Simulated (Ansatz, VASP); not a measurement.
# I: VASP beside Ansatz

```
I
1.0
    -1.66304    1.66304    4.03421
     1.66304   -1.66304    4.03421
     1.66304    1.66304   -4.03421
I
1
Direct
  0.00000 0.00000 0.00000
```

Alike in both runs: task single point; functional LDA; k mesh 22 × 22 × 22; occupations gaussian, width 0.15 eV; no spin polarisation.

```csv
,VASP,Ansatz
version,VASP 6.6.1,Ansatz 0.2.0
potentials or method,"VASP PAW LDA potentials, release 64 (I)","scalar-relativistic, plane waves, PAW"
plane-wave cutoff (eV),520,420
valence electrons in the cell,7,17
```

```tsv
	VASP	Ansatz	Ansatz less VASP
gap on the k mesh at the Fermi level (eV)	none	none	-
pressure (GPa)	-3.8	-3.8	-0.01
largest component of the traceless stress (GPa)	2.74	2.75	+0.003
```

A gap of «none» marks a metal or a gap that the smearing closes. The two sets of potentials don't hold the same shells in valence.

Caveats: an odd number of electrons without spin polarisation forces a metal; a magnetic or distorted state may lie lower. Spin-orbit coupling is left out, which matters for the levels of I.
